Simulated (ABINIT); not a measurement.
Wanted: the native input for an ABINIT 10.8.3 (patched build) run.

| Quantity | Value |
| --- | --- |
| Task | single point |
| Functional | PBE |
| Potentials or basis | JTH PAW PBE v2.0 |
| Cutoff | 626 eV |
| k mesh | 6 × 6 × 6 |
| Occupations | fermi-dirac, width 0.05 eV |
| Spin | no spin polarisation |
| Fine-grid cutoff | 1224.51 eV |

BaZrO3:

```
Ba Zr O
1.0
     4.19134    0.00000    0.00000
     0.00000    4.19134    0.00000
     0.00000    0.00000    4.19134
Ba Zr O
1 1 3
Direct
  0.00020 0.00777 0.99258
  0.50054 0.50828 0.49188
  0.49283 0.50117 0.00047
  0.49436 0.00155 0.50659
  0.99417 0.50599 0.50463
```

The cell isn't the ideal one: atoms moved at random, drawn with an rms of 0.05 Å.

One way to write it, as run:

run.abi

```
# Pseudopotentials
pp_dirpath "./"
pseudos "Ba.GGA_PBE-JTH.xml, Zr.GGA_PBE-JTH.xml, O.GGA_PBE-JTH.xml"

# Structure
acell 3*1.0
rprim
     7.9204846952     0.0000000000     0.0000000000
     0.0000000000     7.9204846952     0.0000000000
     0.0000000000     0.0000000000     7.9204846952
ntypat 3
znucl 56 40 8
natom 5
typat 1 2 3 3 3
xred
     0.0001980000     0.0077720000    -0.0074240000
     0.5005400000     0.5082770000     0.4918760000
     0.4928290000     0.5011710000     0.0004680000
     0.4943580000     0.0015540000     0.5065890000
    -0.0058270000     0.5059910000     0.5046290000
chkprim 0
chksymtnons 0
tolsym 1.0e-6

# Plane-wave basis
ecut 23.0
pawecutdg 45.0
pawxcdev 0

# k points
kptopt 1
ngkpt 6 6 6
nshiftk 1
shiftk 0.0 0.0 0.0

# Exchange and correlation
ixc 11

# Bands and occupations
nband 24
occopt 3
tsmear 0.05 eV

# SCF cycle
nstep 100
tolvrs 1.0e-9

# Output
iomode 3
prtwf 0
prtden 0
prteig 0
prtebands 0
enunit 1
prtvol 2
```

Potentials or basis: JTH PAW PBE v2.0.

Command:

```sh
$ abinit run.abi > log 2>&1
```

Results of the run:

```yaml
Pressure: 4.5 GPa
Largest_force: 0.282 eV/Å
Band_gap_on_the_k_mesh: 3.22 eV, indirect (least direct gap 3.45 eV)
Valence_electrons_inside_the_program's_atomic_spheres: Ba 6.51; Zr 9.00; O 4.58, 4.57
```

Caveat: this set's barium file shifts pressures by 1.5 GPa and gaps by 0.1 eV against other sets; spin-orbit coupling is left out, which moves the levels of the heavy elements.

Run time: 3.8 min on 1 thread of Arm Neoverse V2, with other jobs on the host, peak memory 0.3 GiB.
